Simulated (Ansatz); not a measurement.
# ZnSe: the cost of one run

Program: Ansatz 0.2.0. Level of theory: DFT, plane waves, PAW, no spin polarisation. These are calculated values, not measurements.

## Step 1: The starting structure

The cell holds 16 atoms (Se8Zn8): a = 7.520 Å, b = 7.520 Å, c = 7.520 Å, α = 60.00°, β = 60.00°, γ = 60.00°.

Coordinates:

```xyz
16
Lattice="0.0000 5.3175 5.3175 5.3175 0.0000 5.3175 5.3175 5.3175 0.0000" Properties=species:S:1:pos:R:3 pbc="T T T"
Zn    0.0000    0.0000    0.0000
Se    2.6588    2.6588    2.6588
Zn    2.6588    2.6588    0.0000
Se    5.3175    5.3175    2.6588
Zn    2.6588    0.0000    2.6588
Se    5.3175    2.6588    5.3175
Zn    5.3175    2.6588    2.6588
Se    7.9763    5.3175    5.3175
Zn    0.0000    2.6588    2.6588
Se    2.6588    5.3175    5.3175
Zn    2.6588    5.3175    2.6588
Se    5.3175    7.9763    5.3175
Zn    2.6588    2.6588    5.3175
Se    5.3175    5.3175    7.9763
Zn    5.3175    5.3175    5.3175
Se    7.9763    7.9763    7.9763
```

## Step 2: Run 1: PBEsol

Input file input.yaml:

```yaml
crystal:
  lattice:
    - [0.0, 5.317515581, 5.317515581]
    - [5.317515581, 0.0, 5.317515581]
    - [5.317515581, 5.317515581, 0.0]
  atoms:
    - { symbol: Zn, position: [0.0, 0.0, 0.0] }
    - { symbol: Se, position: [0.25, 0.25, 0.25] }
    - { symbol: Zn, position: [0.0, 0.0, 0.5] }
    - { symbol: Se, position: [0.25, 0.25, 0.75] }
    - { symbol: Zn, position: [0.0, 0.5, 0.0] }
    - { symbol: Se, position: [0.25, 0.75, 0.25] }
    - { symbol: Zn, position: [0.0, 0.5, 0.5] }
    - { symbol: Se, position: [0.25, 0.75, 0.75] }
    - { symbol: Zn, position: [0.5, 0.0, 0.0] }
    - { symbol: Se, position: [0.75, 0.25, 0.25] }
    - { symbol: Zn, position: [0.5, 0.0, 0.5] }
    - { symbol: Se, position: [0.75, 0.25, 0.75] }
    - { symbol: Zn, position: [0.5, 0.5, 0.0] }
    - { symbol: Se, position: [0.75, 0.75, 0.25] }
    - { symbol: Zn, position: [0.5, 0.5, 0.5] }
    - { symbol: Se, position: [0.75, 0.75, 0.75] }
kpoints:
  mp_grid: { grid: [2, 2, 2] }
hamiltonian:
  xc: pbesol
scf:
  occupations: { method: fermi_dirac, width: 0.069 }
md:
  ensemble: nvt_langevin
  temperature: 800
  timestep: 3.0
  n_steps: 40
  initial_velocities: maxwell_boltzmann
  seed: 2252
```

Command:

```
$ ansatz run input.yaml --threads 4 --pin off --max-ram 3686MiB --backend cpu --events-out ev --progress --plain --runs-dir out
```

Q: Estimate wall time and peak memory on 4 threads of Arm Neoverse N1, shared host.

About 6.3 min, with a peak of 1.4 GiB.
